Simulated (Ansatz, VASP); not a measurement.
# One calculation of Ga, two programs

INCAR

```
ALGO     = Normal         # electronic algorithm
EDIFF    = 1E-7           # SCF threshold, eV
ENCUT    = 520            # plane-wave cutoff, eV
GGA      = CA             # functional
ISIF     = 2              # what is computed and relaxed
ISMEAR   = -1             # smearing method
LASPH    = T              # aspherical terms in the spheres
LCHARG   = T              # write CHGCAR
LELF     = T              # ELF
LREAL    = F              # projectors in reciprocal space
LVHAR    = T            
LWAVE    = F              # write WAVECAR
NBANDS   = 34             # bands
NELM     = 80             # most SCF steps
PREC     = Accurate       # precision mode
SIGMA    = 0.1            # smearing width, eV
```

File KPOINTS:

```
k-points
0
Gamma
  8 8 7
```

File POSCAR:

```
Ga
1.0
    2.2178908173     -3.7419137528      0.0000000000
    2.2178908173      3.7419137528      0.0000000000
    0.0000000000      0.0000000000      4.4249628129
Ga
4
Direct
    0.8443628362      0.1556371638      0.0859373133
    0.6556371638      0.3443628362      0.5859373133
    0.1556371638      0.8443628362      0.9140626867
    0.3443628362      0.6556371638      0.4140626867
```

Input for Ansatz:

```yaml
crystal:
  lattice:
    - [2.2178908173, -3.7419137528, 0.0]
    - [2.2178908173, 3.7419137528, 0.0]
    - [0.0, 0.0, 4.4249628129]
  atoms:
    - { symbol: Ga, position: [0.8443628362, 0.1556371638, 0.0859373133] }
    - { symbol: Ga, position: [0.6556371638, 0.3443628362, 0.5859373133] }
    - { symbol: Ga, position: [0.1556371638, 0.8443628362, 0.9140626867] }
    - { symbol: Ga, position: [0.3443628362, 0.6556371638, 0.4140626867] }
hamiltonian:
  xc: lda
  pseudopotentials:
    kind: paw
    azcp:
      Ga: "pseudopotentials/Ga.paw.azcp"
basis:
  ecutwfc: 420
  fft_grid_basis: typed
kpoints:
  mp_grid: { grid: [8, 8, 7], shift: [0, 0, 0] }
magnetization:
  spin_polarized: false
scf:
  occupations: { method: fermi_dirac, width: 0.1 }
  lower_state_search: "off"
output:
  stress: true
  write_density: true
  write_potential: true
  elf: true
  volumetric_format: npy
```

Alike in both runs: task single point; functional LDA; k mesh 8 × 8 × 7; occupations fermi-dirac, width 0.1 eV; no spin polarisation.

|  | VASP | Ansatz |
| --- | --- | --- |
| version | VASP 6.6.1 | Ansatz 0.2.0 |
| potentials or method | VASP PAW LDA potentials, release 64 (Ga_d) | plane waves (420 eV) with PAW, scalar-relativistic |
| plane-wave cutoff (eV) | 520 | 420 |
| valence electrons in the cell | 52 | 52 |

|  | VASP | Ansatz | Ansatz less VASP |
| --- | --- | --- | --- |
| pressure (GPa) | 0.2 | 0.0 | -0.20 |

Ansatz warned: «pseudo_functional_mismatch».
